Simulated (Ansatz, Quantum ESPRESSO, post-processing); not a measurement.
# NaF(001): dielectric constant from slabs in a field, part 5 of 7

Aim: the dielectric constant along the normal from slabs of two thicknesses in a field, starting with NaF(001), 5 layers.

Quantum ESPRESSO 7.5; plane-wave DFT, PBE, GBRV ultrasoft pseudopotentials; geometry by Ansatz 0.2.0 with PAW datasets.

So far. Step 6 (Electrostatic potential, 5 layers): The slope in the vacuum is 0.100 eV/Å for an applied 0.10 V/Å, as it should be. Step 7 (Clamped-ion dielectric constant from the field inside …): ε = 0.1000 / 0.0537 = 1.86.

## (10) Relaxing the ions, 5 layers: ions relaxed in a field of 0.1 V/Å

Then it is relaxed in the field: cations and anions move against each other.

n5.r1.in

```
&control
  prefix = 'n5.r1'
  outdir = './out'
  pseudo_dir = './pseudo'
  nstep = 30
  forc_conv_thr = 5e-05
  calculation = 'relax'
  tefield = .true.
  dipfield = .true.
  etot_conv_thr = 1e-07
/
&system
  ibrav = 0
  nat = 10
  ntyp = 2
  ecutwfc = 40
  ecutrho = 200
  occupations = 'fixed'
  edir = 3
  emaxpos = 0.97
  eopreg = 0.04
  eamp = 0.00194469
/
&electrons
  conv_thr = 1e-10
  mixing_beta = 0.5
  electron_maxstep = 120
/
&ions
/
ATOMIC_SPECIES
  Na  22.9898  na_pbe_v1.5.uspp.F.UPF
  F   18.9984  f_pbe_v1.4.uspp.F.UPF
CELL_PARAMETERS angstrom
  3.32340187160000 0.00000000000000 0.00000000000000
  0.00000000000000 3.32340187160000 0.00000000000000
  0.00000000000000 0.00000000000000 25.40000000000000
ATOMIC_POSITIONS crystal
  Na  -0.000000000000 0.000000000000 0.315643956391
  F   0.500000000000 0.500000000000 0.314643257751
  Na  0.500000000000 0.500000000000 0.407349630328
  F   -0.000000000000 0.000000000000 0.407508276429
  Na  0.000000000000 0.000000000000 0.499999995190
  F   0.500000000000 0.500000000000 0.500000004652
  Na  0.500000000000 0.500000000000 0.592650361079
  F   0.000000000000 0.000000000000 0.592491731327
  Na  0.000000000000 0.000000000000 0.684356030873
  F   0.500000000000 0.500000000000 0.685356755981
K_POINTS automatic
  8 8 1 0 0 0
```

Launch:

```sh
OMP_NUM_THREADS=1 mpirun -n 8 pw.x -nk 4 -in n5.r1.in > n5.r1.out
```

Numbers of over 12 decimals in the logs are rounded to 6 here.

Log:

```text
[banner, memory and clock lines left out]
Program PWSCF v.7.5 starts
[citation notice left out]

[...]
bravais-lattice index     =            0
     lattice parameter (alat)  =       6.2803  a.u.
     unit-cell volume          =    1893.1980 (a.u.)^3
     number of atoms/cell      =           10
     number of atomic types    =            2
     number of electrons       =        80.00
     number of Kohn-Sham states=           40
     kinetic-energy cutoff     =      40.0000  Ry
     charge density cutoff     =     200.0000  Ry
     scf convergence threshold =      1.0E-10
     mixing beta               =       0.5000
     number of iterations used =            8  plain     mixing
     energy convergence thresh.=      1.0E-07
     force convergence thresh. =      5.0E-05
     Exchange-correlation=  SLA  PW   PBX  PBC
                           (   1   4   3   4   0   0   0)
     nstep                     =           30

[...]
PseudoPot. # 1 for Na read from file:
     ./pseudo/na_pbe_v1.5.uspp.F.UPF
     Pseudo is Ultrasoft, Zval =  9.0
     Generated by new atomic code, or converted to UPF format
     Using radial grid of  819 points,  5 beta functions with:
                l(1) =   0
                l(2) =   0
                l(3) =   1
                l(4) =   1
                l(5) =   2
     Q(r) pseudized with  8 coefficients,  rinner =    1.250   1.250   1.250
                                                       1.250   1.250

     PseudoPot. # 2 for F  read from file:
     ./pseudo/f_pbe_v1.4.uspp.F.UPF
     Pseudo is Ultrasoft, Zval =  7.0
     Generated by new atomic code, or converted to UPF format
     Using radial grid of  799 points,  4 beta functions with:
                l(1) =   0
                l(2) =   0
                l(3) =   1
                l(4) =   1
     Q(r) pseudized with  8 coefficients,  rinner =    0.950   0.950   0.950

     atomic species   valence    mass     pseudopotential
     Na                9.00    22.98980     Na( 1.00)
     F                 7.00    18.99840     F ( 1.00)

     No symmetry found

[...]
number of k points=    34
[...]
Dense  grid:    90245 G-vectors     FFT dimensions: (  30,  30, 225)

     Smooth grid:    64785 G-vectors     FFT dimensions: (  25,  25, 200)

     Initial potential from superposition of free atoms

     starting charge      79.9685, renormalised to      80.0000

     negative rho (up, down):  5.922E-04 0.000E+00

     Adding external electric field

     Computed dipole along edir(3) :
        Dipole               -0.0000 Ry au,         -0.0000 Debye
        Dipole field         -0.0000 Ry au,

        E field amplitude [Ha a.u.]:  1.9447E-03
        Potential amp.        0.1792 Ry
        Total length         46.0791 bohr

     Starting wfcs are   45 randomized atomic wfcs

     per-process dynamical memory:    58.6 Mb

     Self-consistent Calculation

     iteration #  1     ecut=    40.00 Ry     beta= 0.50
     Davidson diagonalization with overlap
     ethr =  1.00E-02,  avg # of iterations =  1.0

     negative rho (up, down):  2.264E-04 0.000E+00

     Adding external electric field

     Computed dipole along edir(3) :
        Dipole                0.0327 Ry au,          0.0831 Debye
        Dipole field          0.0002 Ry au,

        E field amplitude [Ha a.u.]:  1.9447E-03
        Potential amp.        0.1592 Ry
        Total length         46.0791 bohr

     total energy              =    -720.52779077 Ry
     estimated scf accuracy    <       1.34700824 Ry

     iteration #  2     ecut=    40.00 Ry     beta= 0.50
[...]
negative rho (up, down):  1.154E-04 0.000E+00

[...]
Dipole                0.0538 Ry au,          0.1369 Debye
[...]
E field amplitude [Ha a.u.]:  1.9447E-03
[...]
total energy              =    -720.94452022 Ry
     estimated scf accuracy    <       0.31902806 Ry

     iteration #  3     ecut=    40.00 Ry     beta= 0.50
[...]
negative rho (up, down):  1.433E-04 0.000E+00

[...]
Dipole                0.0745 Ry au,          0.1895 Debye
[...]
E field amplitude [Ha a.u.]:  1.9447E-03
[...]
total energy              =    -720.98108575 Ry
     estimated scf accuracy    <       0.01811488 Ry

     iteration #  4     ecut=    40.00 Ry     beta= 0.50
[...]
negative rho (up, down):  1.816E-04 0.000E+00

[...]
Dipole                0.0658 Ry au,          0.1672 Debye
[...]
E field amplitude [Ha a.u.]:  1.9447E-03
[...]
total energy              =    -720.98294826 Ry
     estimated scf accuracy    <       0.00542487 Ry

     iteration #  5     ecut=    40.00 Ry     beta= 0.50
[...]
negative rho (up, down):  2.018E-04 0.000E+00

[...]
Dipole                0.0645 Ry au,          0.1639 Debye
[...]
E field amplitude [Ha a.u.]:  1.9447E-03
[...]
total energy              =    -720.98452398 Ry
     estimated scf accuracy    <       0.00036974 Ry

     iteration #  6     ecut=    40.00 Ry     beta= 0.50
[...]
negative rho (up, down):  2.018E-04 0.000E+00

[...]
Dipole                0.0667 Ry au,          0.1695 Debye
[...]
E field amplitude [Ha a.u.]:  1.9447E-03
[...]
total energy              =    -720.98435098 Ry
     estimated scf accuracy    <       0.00030807 Ry

[...]
iteration # 11     ecut=    40.00 Ry     beta= 0.50
[...]
negative rho (up, down):  2.144E-04 0.000E+00

[...]
Dipole                0.0663 Ry au,          0.1685 Debye
[...]
E field amplitude [Ha a.u.]:  1.9447E-03
[...]
total energy              =    -720.98445313 Ry
[...]
E field amplitude [Ha a.u.]:  1.9447E-03
[...]
total energy              =    -720.98445313 Ry
     estimated scf accuracy    <          2.0E-10 Ry

     iteration # 14     ecut=    40.00 Ry     beta= 0.50
[...]
negative rho (up, down):  2.146E-04 0.000E+00

[...]
Dipole                0.0663 Ry au,          0.1685 Debye
[...]
E field amplitude [Ha a.u.]:  1.9447E-03
[...]
End of self-consistent calculation

          k = 0.0000 0.0000 0.0000 (  8033 PWs)   bands (ev):

   -51.1891 -50.7739 -50.6963 -50.6486 -50.5207 -23.2452 -23.0689 -23.0689
   -22.9188 -22.8557 -22.7240 -22.6815 -22.6815 -22.6487 -22.5765 -22.5765
   -22.5543 -22.5543 -22.4260 -22.4260 -22.4139 -22.3109 -22.1843 -22.0882
   -21.8225  -4.6513  -4.3953  -4.0641  -3.8698  -3.8698  -3.7438  -3.6875
    -3.6875  -3.6029  -3.6029  -3.4763  -3.4763  -3.3756  -3.1452  -3.1452

          k = 0.0000 0.1250 0.0000 (  8085 PWs)   bands (ev):

   -51.1886 -50.7734 -50.6958 -50.6481 -50.5202 -23.2571 -23.1588 -23.0672
   -22.9345 -22.9052 -22.8152 -22.7141 -22.6797 -22.6541 -22.6398 -22.5747
   -22.5526 -22.5059 -22.4982 -22.4245 -22.3046 -22.2317 -22.1013 -22.0025
   -21.7598  -4.6242  -4.4185  -4.1568  -3.9573  -3.8654  -3.8471  -3.7618
    -3.6911  -3.6879  -3.6127  -3.5718  -3.4882  -3.3638  -3.2607  -3.1541

[...]
highest occupied level (ev):    -3.1452

!    total energy              =    -720.98445313 Ry
     estimated scf accuracy    <          1.5E-11 Ry

     The total energy is the sum of the following terms:
     one-electron contribution =   -5299.72368664 Ry
     hartree contribution      =    2671.07436029 Ry
     xc contribution           =    -119.26546932 Ry
     ewald contribution        =    2026.93057120 Ry
     electric field correction =      -0.00022866 Ry

     convergence has been achieved in  14 iterations

     Forces acting on atoms (cartesian axes, Ry/au):

     atom    1 type  1   force =     0.00000000    0.00000000    0.00117318
     atom    2 type  2   force =     0.00000000    0.00000000   -0.00262280
     atom    3 type  1   force =     0.00000000   -0.00000000    0.00206268
     atom    4 type  2   force =    -0.00000000    0.00000000   -0.00215140
     atom    5 type  1   force =     0.00000000   -0.00000000    0.00212542
     atom    6 type  2   force =    -0.00000000    0.00000000   -0.00212240
     atom    7 type  1   force =    -0.00000000   -0.00000000    0.00217152
     atom    8 type  2   force =    -0.00000000   -0.00000000   -0.00208106
     atom    9 type  1   force =    -0.00000000    0.00000000    0.00306667
     atom   10 type  2   force =     0.00000000    0.00000000   -0.00162180

     Total force =     0.006873     Total SCF correction =     0.000003

     BFGS Geometry Optimization
     Energy error            =      4.7E-05 Ry
     Gradient error          =      3.1E-03 Ry/Bohr

     number of scf cycles    =   1
     number of bfgs steps    =   0

     energy             new  =    -720.9844531290 Ry

     new trust radius        =       0.0030666683 bohr
     new conv_thr            =            1.0E-10 Ry

ATOMIC_POSITIONS (crystal)
Na               0.0000000002        0.0000000003        0.3156683982
F                0.5000000002        0.5000000002        0.3145886149
Na               0.5000000003        0.4999999999        0.4073926036
F               -0.0000000001        0.0000000002        0.4074634547
Na               0.0000000001       -0.0000000001        0.5000442756
F                0.4999999998        0.5000000000        0.4999557871
Na               0.4999999998        0.4999999995        0.5926956020
F               -0.0000000001       -0.0000000001        0.5924483750
Na              -0.0000000001        0.0000000001        0.6844199211
F                0.5000000001        0.5000000000        0.6853229677

[...]
NEW-OLD atomic charge density approx. for the potential

     negative rho (up, down):  2.128E-04 0.000E+00

     Adding external electric field

     Computed dipole along edir(3) :
        Dipole                0.0664 Ry au,          0.1687 Debye
        Dipole field          0.0004 Ry au,

        E field amplitude [Ha a.u.]:  1.9447E-03
        Potential amp.        0.1386 Ry
        Total length         46.0791 bohr

     per-process dynamical memory:    75.3 Mb

[...]
!    total energy              =    -720.98449541 Ry
[...]
Total force =     0.005451     Total SCF correction =     0.000020
[...]
number of bfgs steps    =   1
[...]
energy             new  =    -720.9844954077 Ry
[...]
new trust radius        =       0.0033733351 bohr
[...]
!    total energy              =    -720.98452856 Ry
[...]
Total force =     0.004055     Total SCF correction =     0.000020
[...]
number of bfgs steps    =   2
[...]
energy             new  =    -720.9845285608 Ry
[...]
new trust radius        =       0.0050600027 bohr
[...]
!    total energy              =    -720.98463796 Ry
[...]
Total force =     0.000213     Total SCF correction =     0.000003
[...]
number of bfgs steps    =  19
[...]
energy             new  =    -720.9846379568 Ry
[...]
new trust radius        =       0.0014694720 bohr
[...]
Self-consistent Calculation

     iteration #  1     ecut=    40.00 Ry     beta= 0.50
     Davidson diagonalization with overlap
     ethr =  1.00E-06,  avg # of iterations =  2.0

     Threshold (ethr) on eigenvalues was too large:
     Diagonalizing with lowered threshold

     Davidson diagonalization with overlap
     ethr =  4.13E-10,  avg # of iterations =  3.0

     negative rho (up, down):  2.158E-04 0.000E+00

     Adding external electric field

     Computed dipole along edir(3) :
        Dipole                0.1229 Ry au,          0.3125 Debye
        Dipole field          0.0008 Ry au,

        E field amplitude [Ha a.u.]:  1.9447E-03
        Potential amp.        0.1040 Ry
        Total length         46.0791 bohr

     total energy              =    -720.98463814 Ry
     estimated scf accuracy    <       0.00000029 Ry

[...]
iteration #  7     ecut=    40.00 Ry     beta= 0.50
[...]
negative rho (up, down):  2.182E-04 0.000E+00

[...]
Dipole                0.1230 Ry au,          0.3126 Debye
[...]
E field amplitude [Ha a.u.]:  1.9447E-03
[...]
End of self-consistent calculation

          k = 0.0000 0.0000 0.0000 (  8033 PWs)   bands (ev):

   -51.0152 -50.8912 -50.7051 -50.6613 -50.6141 -23.0852 -22.9633 -22.8948
   -22.8948 -22.8577 -22.7701 -22.7701 -22.7647 -22.6632 -22.6128 -22.6128
   -22.5659 -22.5659 -22.5172 -22.5172 -22.4079 -22.2401 -22.1722 -22.1016
   -21.9849  -4.5978  -4.3916  -4.0365  -3.7909  -3.7909  -3.6972  -3.6758
    -3.6758  -3.5291  -3.5291  -3.4750  -3.4409  -3.4409  -3.3182  -3.3182

          k = 0.0000 0.1250 0.0000 (  8085 PWs)   bands (ev):

   -51.0147 -50.8907 -50.7045 -50.6608 -50.6136 -23.1043 -22.9918 -22.9844
   -22.9030 -22.8931 -22.8466 -22.8011 -22.7684 -22.6907 -22.6493 -22.6108
   -22.5799 -22.5642 -22.5566 -22.5160 -22.2563 -22.1437 -22.0926 -22.0379
   -21.9266  -4.5664  -4.4101  -4.1273  -3.9143  -3.8016  -3.7854  -3.7209
    -3.6761  -3.6168  -3.5379  -3.5343  -3.4999  -3.4532  -3.4032  -3.3287

[...]
-21.6855  -4.7842  -4.7630  -4.6060
```

The job ended after 6.2 min (8 MPI ranks of Arm Neoverse V2, shared host; peak memory 0.85 GiB; 50 min of CPU time).

This step gave:

* free energy: -9809.4957 eV
* dipole along the normal: 0.06496 e·Å
* valence top, on the run's zero: -3.317 eV

Against the field-free geometry the cations move by +0.0054 Å and the anions by -0.0054 Å along the field, on average.

## (11) Electrostatic potential, 5 layers

n5.r1.pot.in

```
&inputpp
  prefix = 'n5.r1'
  outdir = './out'
  filplot = 'n5.r1.pot.dat'
  plot_num = 11
/
```

Launch:

```sh
OMP_NUM_THREADS=1 mpirun -n 8 pp.x -in n5.r1.pot.in > n5.r1.pot.out
```

It took 0.78 s on 8 MPI ranks; peak memory 0.11 GiB.

This step gave:

* slope of the potential above: 0.09982 eV/Å
* upper vacuum line continued to the top atoms, over the valence top: 6.673 eV
* slope of the potential below: 0.1001 eV/Å

The slope in the vacuum is 0.100 eV/Å for an applied 0.10 V/Å, as it should be.

## (12) Relaxed-ion response of the slab in a field, 5 layers

Read from the output:

- change of slope in the vacuum: 0.09998 eV/Å
- polarisability a cell: 9.355 Å³
- sheet polarisability 4πα/A: 10.64 Å
- change of slope inside: 0.02227 eV/Å
- dielectric constant: 4.489

Running mean over one layer period, set to zero at the slab's centre. Change of the potential energy, second field less first against z:

| z (Å) | change of the potential energy, second field less first (eV) |
| --- | --- |
| 0 | -0.157 |
| 1 | -0.578 |
| 2 | -0.536 |
| 3 | -0.436 |
| 4 | -0.336 |
| 5 | -0.236 |
| 6 | -0.143 |
| 7 | -0.159 |
| 8 | -0.0674 |
| 9 | -0.0407 |
| 10 | -0.0496 |
| 11 | -0.0303 |
| 12 | -0.0164 |
| 13 | 0.00582 |
| 14 | 0.0305 |
| 15 | 0.0450 |
| 16 | 0.0345 |
| 17 | 0.0705 |
| 18 | 0.0903 |
| 19 | 0.165 |
| 20 | 0.201 |
| 21 | 0.300 |
| 22 | 0.400 |
| 23 | 0.500 |
| 24 | 0.510 |
| 25 | 0.0538 |

With free ions the inner slope is small and wavy, so this ratio hangs on the window of the fit and is not taken as the result.

ε = 0.1000 / 0.0223 = 4.49.

## (13) Geometry from Ansatz, 9 layers

Level of this step: plane-wave DFT, PBE, Ansatz PAW (Ansatz 0.2.0).

System of this step: NaF(001), 9 layers. The cell holds 18 atoms: 9 Na and 9 F. Its edges and angles: a = 3.323 Å, b = 3.323 Å, c = 34.800 Å, α = 90.0°, β = 90.0°, γ = 90.0°. It derives from NaF. Vacuum lies along c.

input.yaml

```yaml
crystal:
  lattice:
    - [3.3234018716, 0.0, 0.0]
    - [0.0, 3.3234018716, 0.0]
    - [0.0, 0.0, 34.8]
  atoms:
    - { symbol: Na, position: [0.0, 0.0, 0.2298850575] }
    - { symbol: F, position: [0.5, 0.5, 0.2298850575] }
    - { symbol: Na, position: [0.5, 0.5, 0.2974137931] }
    - { symbol: F, position: [0.0, 0.0, 0.2974137931] }
    - { symbol: Na, position: [0.0, 0.0, 0.3649425287] }
    - { symbol: F, position: [0.5, 0.5, 0.3649425287] }
    - { symbol: Na, position: [0.5, 0.5, 0.4324712644] }
    - { symbol: F, position: [0.0, 0.0, 0.4324712644] }
    - { symbol: Na, position: [0.0, 0.0, 0.5] }
    - { symbol: F, position: [0.5, 0.5, 0.5] }
    - { symbol: Na, position: [0.5, 0.5, 0.5675287356] }
    - { symbol: F, position: [0.0, 0.0, 0.5675287356] }
    - { symbol: Na, position: [0.0, 0.0, 0.6350574713] }
    - { symbol: F, position: [0.5, 0.5, 0.6350574713] }
    - { symbol: Na, position: [0.5, 0.5, 0.7025862069] }
    - { symbol: F, position: [0.0, 0.0, 0.7025862069] }
    - { symbol: Na, position: [0.0, 0.0, 0.7701149425] }
    - { symbol: F, position: [0.5, 0.5, 0.7701149425] }
kpoints:
  mp_grid: { grid: [8, 8, 1] }
hamiltonian:
  xc: pbe
scf:
  occupations: { method: fixed }
  convergence: { dr2_threshold: 1.0e-09 }
efield:
  axis: 3
  dipole_correction: true
  ramp_position: 0.97
  ramp_width: 0.04
relax:
  f_tol: 0.003
output:
  write_potential: true
  write_density: true
  volumetric_format: npy
```

Launch:

```sh
ansatz run input.yaml --threads 8 --pin off --max-ram 16384MiB --backend cpu --events-out ev --progress --plain --runs-dir out
```

Log:

```text
[...]
Crystal: 18 atoms, lattice volume = 384.366 Å³
Basis set: ecut = 420 eV, 7597 PW (Γ), exchange–correlation on 48×48×480 points (8 copies of the dense FFT grid, shifted against one another)
Bands: 90, of which v1, the nominal top of the filled ones, is band 72 counted from 1 (71 counted from 0)
Symmetry: 8 space group operations
k-points: 15 of 64
[...]
- { symbol: F, position: [0.5, 0.5, 0.500000] }
    - { symbol: Na, position: [0.5, 0.5, 0.567558] }
    - { symbol: F, position: [0, 0.0, 0.567553] }
    - { symbol: Na, position: [0, 0.0, 0.635097] }
    - { symbol: F, position: [0.5, 0.5, 0.635122] }
    - { symbol: Na, position: [0.5, 0.5, 0.702742] }
    - { symbol: F, position: [0, 0.0, 0.702617] }
    - { symbol: Na, position: [0, 0.0, 0.769670] }
    - { symbol: F, position: [0.5, 0.5, 0.770402] }
[key lines of the parts left out:]
SCF converged after 5 iterations
Free energy (F): -20676.508343 eV
Fermi energy:    -2.203480 eV
Dipole field:    D = 0.000002 V/Å  (p = 0.000005 e·Å, saw-weighted, corrected)
Work function:   Φ+ = 6.8076 eV   Φ− = 6.8076 eV
```

Run time: 17 s. Hardware: 8 threads; peak memory 1.6 GiB; 2.3 min of CPU time.

Relaxation path:

| step | energy less that of the first step (eV) | largest force component (eV/Å) |
| --- | --- | --- |
| 1 | 0.0000 | 0.0929 |
| 2 | -0.0021 | 0.0287 |
| 3 | -0.0022 | 0.0071 |
| 4 | -0.0023 | 0.0002 |

The atoms that moved most (Å):

| atom | dx | dy | dz | length |
| --- | --- | --- | --- | --- |
| Na17 | 0.000 | 0.000 | -0.015 | 0.015 |
| Na1 | 0.000 | 0.000 | 0.015 | 0.015 |
| F18 | 0.000 | 0.000 | 0.010 | 0.010 |
| F2 | 0.000 | 0.000 | -0.010 | 0.010 |
| Na3 | 0.000 | 0.000 | -0.005 | 0.005 |
| Na15 | 0.000 | 0.000 | 0.005 | 0.005 |

Numbers from this step:

| Quantity | Value |
| --- | --- |
| free energy | -20676.5083 eV |
| gap by band count | 5.695 eV |
| dipole along the normal | 5.21e-6 e·Å |
| valence top, on the run's zero | -2.203 eV |
| vacuum level at the upper face over the valence top of the mesh | 6.808 eV |
| vacuum level at the lower face over the valence top of the mesh | 6.808 eV |

[end of part 5 of 7]

[Logs are printed without paths, hosts, clocks, repeated set-up lines and the standing remarks that a program may print on its own settings, such as how far it seeks lower states.]

[Hosts, paths, dates, database ids (printed as entryN), source tags and the programs' standing remarks are cut or masked in the printed files.]

[Maps of the electrostatic potential energy from Ansatz leave out the sawtooth potential of an applied field or a dipole correction, so their vacuum need not be flat; planar profiles and work functions include it.]
